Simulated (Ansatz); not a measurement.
**Al2Cu: dependence on the functional**

Method: plane-wave DFT with PAW (Ansatz). The atoms stay where they are, in a cell that isn't relaxed at these levels; pressure is positive in compression.

```cif
data_structure
_symmetry_space_group_name_H-M 'P 1'
_symmetry_Int_Tables_number 1
_cell_length_a 4.1052
_cell_length_b 4.1052
_cell_length_c 2.8913
_cell_angle_alpha 90.000
_cell_angle_beta 90.000
_cell_angle_gamma 90.000
_cell_volume 48.73
loop_
_atom_site_label
_atom_site_type_symbol
_atom_site_fract_x
_atom_site_fract_y
_atom_site_fract_z
_atom_site_occupancy
Al1 Al 0.50000 0.00000 0.50000 1
Al2 Al 0.00000 0.50000 0.50000 1
Cu1 Cu 0.00000 0.00000 0.00000 1
```

The occupation rule is Gaussian smearing, 0.1 eV. The spin treatment is unpolarised.

| functional | mesh | cutoff (eV) | gap on mesh (eV) | P (GPa) |
| --- | --- | --- | --- | --- |
| PBE | 10×10×14 | 420 | metal | 0.5 |
| LDA | 10×10×14 | 420 | metal | -5.1 |
| PBEsol | 10×10×14 | 420 | metal | -2.4 |
| r2SCAN | 10×10×14 | 500 | metal | -2.2 |
| HSE06 | 6×6×8 | 420 | metal | -0.4 |

Rough cost on one shared core, as a multiple of the first run's: LDA 0.9, PBEsol 0.8, r2SCAN 1.7, HSE06 10.